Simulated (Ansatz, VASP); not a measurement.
## One calculation of V, two programs

File INCAR:

```
PREC = Accurate
ENCUT = 520
EDIFF = 1E-6
ISMEAR = 0
SIGMA = 0.15
LREAL = False
LASPH = True
NELM = 100
ALGO = Normal
ISIF = 2
LWAVE = False
LCHARG = False
GGA = PE
NBANDS = 20
```

KPOINTS

```
regular mesh
0
Gamma
  21 21 10
```

POSCAR

```
V
1.0
    2.6042941027      0.0000000000      0.0000000000
   -1.3021470513      2.2553848518      0.0000000000
    0.0000000000      0.0000000000      4.7233360000
V
2
Direct
    0.5703047040      0.2627914807      0.6547283530
    0.3333333333      0.6666666667      0.2500000000
```

Input for Ansatz:

```yaml
crystal:
  lattice:
    - [2.6042941027, 0.0, 0.0]
    - [-1.3021470513, 2.2553848518, 0.0]
    - [0.0, 0.0, 4.723336]
  atoms:
    - { symbol: V, position: [0.570304704, 0.2627914807, 0.654728353] }
    - { symbol: V, position: [0.3333333333, 0.6666666667, 0.25] }
basis:
  ecutwfc: 420
kpoints:
  mp_grid: { grid: [21, 21, 10] }
hamiltonian:
  xc: pbe
scf:
  occupations: { method: gaussian, width: 0.15 }
output:
  forces: true
  stress: true
  eigenvalues: true
```

Alike in both runs: task single point; functional PBE; k mesh 21 × 21 × 10; occupations gaussian, width 0.15 eV; no spin polarisation.

```csv
,VASP,Ansatz
version,VASP 6.6.1,Ansatz 0.2.0
potentials or method,"VASP PAW PBE potentials, release 64 (V_sv)","scalar-relativistic, plane waves, PAW"
plane-wave cutoff (eV),520,420
valence electrons in the cell,26,26
```

VASP gave:

| Quantity | Value |
| --- | --- |
| gap on the k mesh at the Fermi level (eV) | none |
| pressure (GPa) | 15.7 |
| largest component of the traceless stress (GPa) | 7.31 |
| rms of the force components (eV/Å) | 1.996 |

Q: What did Ansatz give for the same quantities?

A: gap on the k mesh at the Fermi level (eV): none; pressure (GPa): 15.3; largest component of the traceless stress (GPa): 7.38; rms of the force components (eV/Å): 1.967.

Atom by atom the forces differ by 0.033 eV/Å (rms over components). A gap of «none» marks a metal or a gap that the smearing closes.

Caveats: so large a pressure means that the cell lies far from this level's equilibrium, or that cutoff or potentials fall short (VASP); forces of over 1 eV/Å show positions far from the minimum, so gaps and moduli don't describe the material at rest.
